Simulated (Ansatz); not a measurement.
Input of an Ansatz 0.2.0 run:

input.yaml

```yaml
crystal:
  lattice:
    - [0.0, 2.82891, 2.82891]
    - [2.82891, 0.0, 2.82891]
    - [2.82891, 2.82891, 0.0]
  atoms:
    - { symbol: Ge, position: [0.760966, 0.733256, 0.753339] }
    - { symbol: Ge, position: [0.493445, 0.489395, 0.51015] }
kpoints:
  mp_grid: { grid: [8, 8, 8] }
scf:
  occupations: { method: fermi_dirac, width: 0.05 }
hamiltonian:
  xc: pbe
  pseudopotentials: { kind: all_electron, lapw: { basis_error: 0.001 } }
output:
  forces: true
  stress: true
  eigenvalues: true
  populations: true
```

Potentials or basis: all-electron LAPW, scalar-relativistic.

Command:

```console
$ ansatz run input.yaml --threads 1 --pin off --max-ram 2560MiB --backend cpu --events-out ev --progress --plain --runs-dir out
```

Question: Estimate the largest force.

Answer: 0.709 eV/Å.

Question: Estimate the band gap on the k mesh.

Answer: None (metal or under the smearing width).

Question: Estimate the pressure.

Answer: 3.8 GPa.

Forces on the atoms (eV/Å):
```
Ge   0.445 -0.380 -0.399
Ge  -0.445  0.380  0.399
```
